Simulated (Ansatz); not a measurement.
A crystal relaxed with r2SCAN in Ansatz 0.2.0 has space group P6_3mc (No. 186) and a = 2.544 Å, c = 4.208 Å.

```
atom  site       x       y       z
  Xx    2b  0.6667  0.3333  0.0002
   N    2b  0.6667  0.3333  0.3748
```

With r2SCAN the valence top lies at Γ and the conduction bottom at K, 5.75 eV higher; the smallest vertical gap, at Γ–M (0.20 of the way from Γ), is 9.00 eV. HSE06 gives an indirect gap of 6.53 eV, from Γ to K; the least direct gap is 9.96 eV at Γ–M (0.22 of the way from Γ). Meshes: r2SCAN 12×12×6, HSE06 9×9×4. r2SCAN's ε∞ is 4.4 along x and y, 4.6 along z.

**Question.** Which element is Xx?
A. B
B. Ga
C. Al
D. Tl

**Answer.** A. Xx is B: a 4-atom cell of BN started from a crystallographic database. Around B lie 4 N at 1.56–1.58 Å; around N lie 4 B at 1.56–1.58 Å.

Calculated for a static, non-magnetic cell.

The meshes of the hybrids are coarse, so their gaps aren't converged to the digits shown.
